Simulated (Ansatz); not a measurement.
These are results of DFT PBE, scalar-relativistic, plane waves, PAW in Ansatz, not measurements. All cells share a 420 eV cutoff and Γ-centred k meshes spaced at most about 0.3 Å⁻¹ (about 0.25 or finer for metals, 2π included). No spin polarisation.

The zero of energy is the elements' standard structures at the same level; no fitted shifts are applied.

All energies are static (0 K, no zero-point motion). Larger cells and other orderings weren't all tried, so the list isn't exhaustive.

A search for Zr4B gave 6 distinct relaxed structures. Coordination counts Zr atoms around B (those within 1.25 times the shortest such distance or 1.15 times the sum of covalent radii; a plus sign parts nearer from farther groups; the shortest distance is added where it is long for a bond). Cells relaxed within their symmetry can be saddle points.

Problem. Which structure of Zr4B came out lowest?

Solution. The one with space group P-3m1 (No. 164), reached from: Co4H type (P-3m1). It has a = 3.367 Å, c = 10.497 Å, 20.6 Å³/atom, no gap on the mesh. Zr on its first site is surrounded by 3 B at 2.36 Å and 12 Zr at 3.31–3.37 Å; around Zr on its second site lie 3 Zr at 3.10 Å and 9 Zr at 3.33–3.37 Å; B is surrounded by 6 Zr at 2.36 Å. Its energy over the elements is −0.14 eV/atom. A negative formation energy is needed for stability but isn't enough: competing phases decide. An observed structure of this formula, if there is one, may be missing.

```xyz
5
Lattice="3.3671 0.0000 0.0000 -1.6836 2.9160 0.0000 0.0000 0.0000 10.4975" Properties=species:S:1:pos:R:3 pbc="T T T"
Zr    0.0000    1.9440    9.1577
Zr    0.0000    1.9440    4.0402
Zr    1.6836    0.9720    1.3398
Zr    1.6836    0.9720    6.4572
B     0.0000    0.0000    0.0000
```

Problem. How much higher is the Pm-3m structure with 25.4 Å³/atom and coordination B 12+8 from 3.6 Å (reached from: Mn4N type (Pm-3m))?

Solution. 2.05 eV/atom. It has no gap on its mesh.

Problem. How much higher is the P6/mmm structure with 32.0 Å³/atom and coordination B 2 (reached from: random cell)?

Solution. 1.45 eV/atom. It has no gap on its mesh.

Some types were kept out of the candidates beforehand, so the set may lack a known form.
